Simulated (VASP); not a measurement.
Data:

```xyz
2
Lattice="0.0000 3.0842 3.0842 3.0842 0.0000 3.0842 3.0842 3.0842 0.0000" Properties=species:S:1:pos:R:3 pbc="T T T"
Al     0.0000     0.0000     0.0000
Sb     1.5421     1.5421     1.5421
```

Method: PBEsol GGA, VASP's PBE PAW potentials (set 64) (plane waves; VASP 6.6.1). Settings: 400 eV cut-off, Gaussian smearing of 0.050 eV, potentials Al Sb.

Unless said otherwise, spin-orbit coupling is left out, though it shifts the bands of the heavy elements here.

### Question
Give the energies of bands 2 to 7 at the high-symmetry points, in eV from the valence-band maximum.

### Answer

| band | Γ | X | U | L | W |
|---|---|---|---|---|---|
| 2 | 0.00 | -5.47 | -5.27 | -5.39 | -5.24 |
| 3 | 0.00 | -2.17 | -3.24 | -0.90 | -3.04 |
| 4 | 0.00 | -2.17 | -1.83 | -0.90 | -2.73 |
| 5 | 1.45 | 1.14 | 1.62 | 1.26 | 3.87 |
| 6 | 3.09 | 1.38 | 3.99 | 3.69 | 4.37 |
| 7 | 3.09 | 8.65 | 6.75 | 3.69 | 4.50 |

The gap is indirect, 1.13 eV, from the valence maximum at Γ to the conduction minimum at Γ-X at 0.93.

Measured: gap 1.73 eV (computed value off by -0.60 eV), as given by Anna Miglio et al., npj Computational Materials (2020), arXiv:2011.12765 [zero-point renormalisation of 35 meV (experimental, the table's column) added back].

The compound is AlSb in the zinc blende structure. It was relaxed first.
